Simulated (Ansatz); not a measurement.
# Frozen normal mode in BaTiO₃

Level of theory: Ansatz 0.2.0, DFT PBE, scalar-relativistic, plane waves, PAW. Settings: plane waves to 420 eV, k-mesh 8×6×6 (Γ-centred), Gaussian smearing 0.05 eV. No spin polarisation. Energies are free energies at this smearing, counted from the undisturbed cell; pressure is positive in compression.

The undisturbed cell (relaxed at this level; it needn't be the usual structure):

```
CELL_PARAMETERS angstrom
-3.98535 0.00000 0.00000
0.00000 3.98535 4.20181
0.00000 3.98535 -4.20181
ATOMIC_POSITIONS crystal
Ba 0.00000 0.99316 0.00684
Ba 0.00000 0.49316 0.50684
Ti 0.50000 0.48454 0.01546
Ti 0.50000 0.98454 0.51546
O 0.50000 0.26892 0.23108
O 0.50000 0.76892 0.73108
O 0.50000 0.25869 0.74131
O 0.50000 0.75869 0.24131
O 0.00000 0.50869 0.99131
O 0.00000 0.00869 0.49131
```

A zone-centre mode of this cell is frozen in: each atom moves by x times its row below, so x is the largest displacement.
```
atom ux uy uz
 Ba1  0.000   0.000  -0.085
 Ba2  0.000   0.000   0.085
 Ti3  0.000   0.770   0.000
 Ti4  0.000  -0.770   0.000
  O5  0.000   0.822   0.000
  O6  0.000  -0.822   0.000
  O7  0.000   0.000   0.959
  O8  0.000   0.000  -0.959
  O9  0.000  -1.000   0.000
 O10  0.000   1.000   0.000
```

| x (Å) | ΔE (meV/cell) |
| --- | --- |
| -0.3000 | 4298.0 |
| -0.1500 | 1074.6 |
| 0.0000 | 0.0 |
| 0.0375 | 67.1 |
| 0.0750 | 268.4 |
| 0.1125 | 604.2 |
| 0.1875 | 1679.8 |
| 0.2250 | 2419.4 |
| 0.2625 | 3292.7 |

(1) Predict the pressure (GPa) at each point.

## Answers

(1)
```tsv
x (Å)	pressure (GPa)
-0.3000	6.6
-0.1500	1.6
0.0000	0.0
0.0375	0.1
0.0750	0.4
0.1125	0.9
0.1875	2.5
0.2250	3.7
0.2625	5.0
```

Cost: 9 runs of about 7.1 core-minutes in all, on Arm Neoverse V2 (shared hosts).